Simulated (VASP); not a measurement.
A run of VASP 6.6.1:

Contents of POSCAR:

```
H
1.0
   10.0000000000      0.0000000000      0.0000000000
    0.0000000000     10.0000000000      0.0000000000
    0.0000000000      0.0000000000     10.0000000000
H
2
Direct
    0.5000000000      0.5000000000      0.4570000000
    0.5000000000      0.5000000000      0.5430000000
```

INCAR.step1

```
SYSTEM = H
PREC = Accurate
ENCUT = 450
EDIFF = 1E-5
ISMEAR = 0
SIGMA = 0.02
LREAL = .FALSE.
LASPH = .TRUE.
NELM = 100
ALGO = Normal
ISIF = 2
LWAVE = .TRUE.
GGA = PE
```

Contents of INCAR.step2:

```
SYSTEM = H
PREC = Accurate
ENCUT = 450
EDIFF = 1E-6
ISMEAR = 0
SIGMA = 0.02
LREAL = .FALSE.
LASPH = .TRUE.
NELM = 100
ALGO = Normal
ISIF = 2
LWAVE = .FALSE.
LCHARG = .TRUE.
GGA = PE
LHFCALC = .TRUE.
HFSCREEN = 0.2
PRECFOCK = Normal
LELF = .TRUE.
LVHAR = .TRUE.
LVACPOTAV = .TRUE.
ISTART = 1
```

KPOINTS

```
Automatic mesh
0
G
  1 1 1
  0 0 0
```

Potentials or basis: VASP PAW PBE potentials, release 64 (H).

Command:

```bash
$ cat potpaw_PBE.64/H/POTCAR > POTCAR
$ cp INCAR.step1 INCAR
$ mpirun -np 1 vasp_std > vasp.out
$ cp INCAR.step2 INCAR
$ mpirun -np 1 vasp_std > vasp.out
```

Hardware: 1 thread of AMD EPYC 7R13 Processor (Zen 3) (shared host).

**Question.** Estimate the wall time of this run.

**Answer.** It took 67 s on 1 thread of AMD EPYC 7R13 Processor (Zen 3), with other jobs on the host, peak memory 0.68 GiB. Counts: scf iterations 6, k points 1.
